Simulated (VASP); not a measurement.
Set up this calculation in VASP 6.6.1, as the native input.

* Task: single point
* Functional: PBE0
* Potentials or basis: VASP PAW PBE potentials, release 64 (Ga_d, O)
* Cutoff: 450 eV
* k mesh: 4 × 4 × 4
* Occupations: fermi-dirac, width 0.05 eV
* Spin: no spin polarisation
* Grid for exact exchange (PRECFOCK): Fast
* Exchange at q = 0: truncated
* Further INCAR settings: ALGO = Normal; EDIFF = 1e-06

Ga2O3:

```
Ga O
1.0
     2.87694    0.00000    4.47767
    -1.43847    2.49150    4.47767
    -1.43847   -2.49150    4.47767
Ga O
4 6
Direct
  0.35540 0.35540 0.35540
  0.14460 0.14460 0.14460
  0.64460 0.64460 0.64460
  0.85540 0.85540 0.85540
  0.55490 0.94510 0.25000
  0.94510 0.25000 0.55490
  0.25000 0.55490 0.94510
  0.44510 0.05490 0.75000
  0.05490 0.75000 0.44510
  0.75000 0.44510 0.05490
```

The cell was built by a generator and needn't be a form met in nature.

The input as run:

POSCAR

```
Ga2O3
1.0
    2.8769363900      0.0000000000      4.4776666700
   -1.4384682000      2.4915000000      4.4776666700
   -1.4384682000     -2.4915000000      4.4776666700
Ga O
4 6
Direct
    0.3554000000      0.3554000000      0.3554000000
    0.1446000000      0.1446000000      0.1446000000
    0.6446000000      0.6446000000      0.6446000000
    0.8554000000      0.8554000000      0.8554000000
    0.5549000000     -0.0549000000      0.2500000000
   -0.0549000000      0.2500000000      0.5549000000
    0.2500000000      0.5549000000     -0.0549000000
    0.4451000000      1.0549000000      0.7500000000
    1.0549000000      0.7500000000      0.4451000000
    0.7500000000      0.4451000000      1.0549000000
```

INCAR.step1

```
PREC     = Accurate       # precision mode
ENCUT    = 450            # plane-wave cutoff, eV
EDIFF    = 1E-5           # SCF threshold, eV
ISMEAR   = -1             # smearing method
SIGMA    = 0.05           # smearing width, eV
LREAL    = False          # projectors in reciprocal space
LASPH    = True           # aspherical terms in the spheres
NELM     = 60             # most SCF steps
ALGO     = Normal         # electronic algorithm
ISIF     = 2              # what is computed and relaxed
LWAVE    = True           # write WAVECAR
LCHARG   = False          # write CHGCAR
KPAR     = 8            
GGA      = PE             # functional
```

INCAR.step2

```
PREC     = Accurate       # precision mode
ENCUT    = 450            # plane-wave cutoff, eV
EDIFF    = 1E-6           # SCF threshold, eV
ISMEAR   = -1             # smearing method
SIGMA    = 0.05           # smearing width, eV
LREAL    = False          # projectors in reciprocal space
LASPH    = True           # aspherical terms in the spheres
NELM     = 60             # most SCF steps
ALGO     = Normal         # electronic algorithm
ISIF     = 2              # what is computed and relaxed
LWAVE    = False          # write WAVECAR
LCHARG   = False          # write CHGCAR
GGA      = PE             # functional
LHFCALC  = True           # exact exchange
AEXX     = 0.25           # exact-exchange fraction
PRECFOCK = Fast         
HFRCUT   = -1           
KPAR     = 8            
ISTART   = 1
```

KPOINTS

```
regular mesh
0
Gamma
  4 4 4
```

Potentials or basis: VASP PAW PBE potentials, release 64 (Ga_d, O).

The run is started by

```bash
$ cat potpaw_PBE.64/Ga_d/POTCAR potpaw_PBE.64/O/POTCAR > POTCAR
$ cp INCAR.step1 INCAR
$ mpirun -np 8 vasp_std > vasp.out
$ cp INCAR.step2 INCAR
$ mpirun -np 8 vasp_std > vasp.out
```

It gave:

```json
{"Largest force": "0.103 eV/Å", "Band gap on the k mesh": "5.41 eV, indirect (least direct gap 5.61 eV)"}
```

Caveat: the PAW data sets were made with another functional, which shifts forces and pressure a little.

Run time: 46 min on 8 MPI ranks on Intel(R) Xeon(R) Platinum 8559C (Emerald Rapids) (shared host), peak memory 0.27 GiB a rank.
